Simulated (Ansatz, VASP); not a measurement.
# One calculation of TePb, two programs

```
CELL_PARAMETERS angstrom
0.00000 3.23100 3.23100
3.23100 0.00000 3.23100
3.23100 3.23100 0.00000
ATOMIC_POSITIONS crystal
Pb 0.00000 0.00000 0.00000
Te 0.50000 0.50000 0.50000
```

Alike in both runs: task relaxation of cell and atoms; functional PBE; dispersion D3(BJ); k mesh 7 × 7 × 7; occupations fermi-dirac, width 0.05 eV; no spin polarisation.

|  | VASP | Ansatz |
| --- | --- | --- |
| version | VASP 6.6.1 | Ansatz 0.2.0 |
| potentials or method | VASP PAW PBE potentials, release 64 (Pb_d, Te) | Ansatz PAW |
| plane-wave cutoff (eV) | 600 | 420 |
| valence electrons in the cell | 20 | 30 |

VASP gave:

* gap on the k mesh at the Fermi level, each at its own relaxed structure (eV): 1.02
* relaxed volume (Å³/atom): 33.82
* relaxed cell length with the largest relative difference (Å): 4.574

Task: What did Ansatz give for the same quantities?

Result: gap on the k mesh at the Fermi level, each at its own relaxed structure (eV): 1.01; relaxed volume (Å³/atom): 33.86; relaxed cell length with the largest relative difference (Å): 4.575.

The two sets of potentials don't hold the same shells in valence.

Caveats: the plane-wave basis is chosen anew once the cell has moved, so the energies of steps on either side of that aren't comparable (Ansatz). The runs have no spin-orbit coupling, so splittings on Pb, Te are missing.
